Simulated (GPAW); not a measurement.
Write an ASE script for GPAW 26.7.0 that does the following.

* Task: equation of state
* Functional: optPBE-vdW
* Potentials or basis: GPAW PAW data sets (gpaw-data 1.2.1)
* Cutoff: 600 eV
* Basis: pw
* k mesh: 8 × 8 × 5
* Occupations: fermi-dirac, width 0.05 eV
* Spin: no spin polarisation
* Maxiter: 150
* Eos scales: [0.94, 0.96, 0.98, 1.0, 1.02, 1.04, 1.06]

Crystal: Os.

```
CELL_PARAMETERS angstrom
2.73410 0.00000 0.00000
-1.36705 2.36780 0.00000
0.00000 0.00000 4.31970
ATOMIC_POSITIONS crystal
Os 0.66667 0.33333 0.75000
Os 0.33333 0.66667 0.25000
```

The input as run:

run.py

```python
from ase import Atoms
from ase.eos import EquationOfState
from ase.io import Trajectory
from ase.units import GPa
from gpaw import GPAW, PW

atoms = Atoms(['Os', 'Os'],
              cell=[[2.7341, 0.0, 0.0],
                    [-1.36705, 2.3678000565, 0.0],
                    [0.0, 0.0, 4.3197]],
              scaled_positions=[[0.6666666667, 0.3333333333, 0.75],
                                [0.3333333333, 0.6666666667, 0.25]],
              pbc=True)

traj = Trajectory('eos.traj', 'w')
volumes, energies = [], []
for x in [0.94, 0.96, 0.98, 1.0, 1.02, 1.04, 1.06]:
    a = atoms.copy()
    a.set_cell(atoms.cell * x**(1 / 3), scale_atoms=True)
    calc = GPAW(mode=PW(600),
                xc={'name': 'optPBE-vdW', 'backend': 'libvdwxc'},
                kpts={'size': (8, 8, 5), 'gamma': True},
                occupations={'name': 'fermi-dirac', 'width': 0.05},
                nbands=27,
                convergence={'density': 1e-05, 'energy': 1e-05},
                maxiter=150,
                txt=f'eos-{x:.2f}.txt')
    a.calc = calc
    energies.append(a.get_potential_energy(force_consistent=True))
    volumes.append(a.get_volume())
    calc.write(f'eos-{x:.2f}.gpw')
    traj.write(a)
    print(f'{x:.2f} {volumes[-1]:10.4f} A^3 {energies[-1]:14.6f} eV', flush=True)

v0, e0, B = EquationOfState(volumes, energies, eos='birchmurnaghan').fit()
print(f'V0 = {v0:.4f} A^3, E0 = {e0:.6f} eV, B0 = {B / GPa:.2f} GPa')
```

Potentials or basis: GPAW PAW data sets (gpaw-data 1.2.1), pw.

Run with:

```console
$ OMP_NUM_THREADS=1 python run.py
```

Results of the run:

```yaml
Equilibrium_volume: 14.59 Å³/atom
Bulk_modulus_at_fixed_shape_and_positions: 367 GPa
Pressure_derivative_of_the_bulk_modulus: 4.7
```

Caveat: the cell was scaled at fixed shape and fractional positions, which overstates the stiffness of a crystal with free parameters, most of all of layers and chains; the PAW data sets were made with another functional, which shifts forces and pressure a little.

Run time: 120 s on 1 thread of Arm Neoverse V1, with other jobs on the host, peak memory 0.25 GiB.
